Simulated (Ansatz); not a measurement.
## Fm-3m: 3 crystals compared

All 3 crystals share space group Fm-3m (No. 225) and the same kinds of sites, 2 atoms in the primitive cell. They are database entries and needn't be the stable phases. The set is a selection: crystals with gaps under 0.25 eV or edges off the refined points were left out. Cells are relaxed by PAW under the functional.

Quantity: Kohn-Sham band edges (the gap between refined extrema, the direct gap on the fine mesh). Level: PBEsol, all-electron LAPW in Ansatz 0.2.0, scalar-relativistic.

```
crystal  cell (conventional)  fine k mesh  smearing (eV)
    CaS          a = 5.634 Å     12×12×12           none
    BaS          a = 6.333 Å     12×12×12           none
   TePb          a = 6.443 Å     10×10×10           none
```

Problem. Rank them by electron conductivity mass, lowest first.
A. BaS
B. TePb
C. CaS

Solution. B (0.123 mₑ), C (0.397 mₑ), A (0.425 mₑ).

All values:

```tsv
crystal	gap (eV)	least direct gap (eV)	electron conductivity mass (mₑ)	ε∞ without local fields (PAW)
CaS	2.16	3.00	0.397	5.72
BaS	2.04	2.13	0.425	5.50
TePb	0.64	0.64	0.123	31.68
```

Caveats: semilocal gaps are low, and light masses and ε∞ follow the gap (CaS, BaS); no spin-orbit coupling on heavy atoms (BaS, TePb); two errors of opposite sign act on the gap: semilocal levels put it low, and leaving out spin-orbit coupling puts it high by tenths of an eV (TePb).
